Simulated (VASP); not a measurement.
Here is a VASP 6.6.1 calculation.

INCAR

```
  PREC = Accurate
  ENCUT = 520
  EDIFF = 1E-7
  ISMEAR = 0
  SIGMA = 0.05
  LREAL = False
  LASPH = True
  NELM = 80
  ALGO = Normal
  ISIF = 2
  LWAVE = False
  LCHARG = True
  LDIPOL = True
  IDIPOL = 3
  DIPOL = 0.5 0.5 0.500
  GGA = PE
  LELF = True
  LVHAR = True
  LVACPOTAV = True
```

File KPOINTS:

```
Automatic mesh
0
Gamma
  7 7 1
```

The input POSCAR:

```
As
1.0
    3.7594989150      0.0000000000      0.0000000000
    0.0000000000      4.1063207202      0.0000000000
    0.0000000000      0.0000000000     23.5396967320
As
8
Direct
    0.5000000000      0.0727867913      0.3186107317
    0.0000000000      0.6698942804      0.3291588584
    0.0000000000      0.6536804818      0.4360208683
    0.5000000000      0.2507879710      0.4465689950
    0.5000000000      0.2345741724      0.5534310050
    0.0000000000      0.8316816615      0.5639791317
    0.0000000000      0.8154678629      0.6708411416
    0.5000000000      0.4125753521      0.6813892683
```

Potentials or basis: VASP PAW PBE potentials, release 64 (As).

Run with:

```bash
$ cat potpaw_PBE.64/As/POTCAR > POTCAR
$ mpirun -np 1 vasp_std > vasp.out
```

Problem. Estimate the work function of the upper face.

Solution. 4.65 eV.

Problem. What does it give for the work function of the lower face?

Solution. 4.65 eV.

Problem. Predict the band gap on the k mesh.

Solution. None (metal or under the smearing width).

Forces on the atoms (eV/Å):
```
As   0.000 -0.229  0.256
As   0.000  0.447 -0.051
As   0.000  0.051  0.173
As   0.000 -0.165 -1.046
As   0.000  0.165  1.046
As   0.000 -0.051 -0.173
As   0.000 -0.447  0.051
As   0.000  0.229 -0.256
```
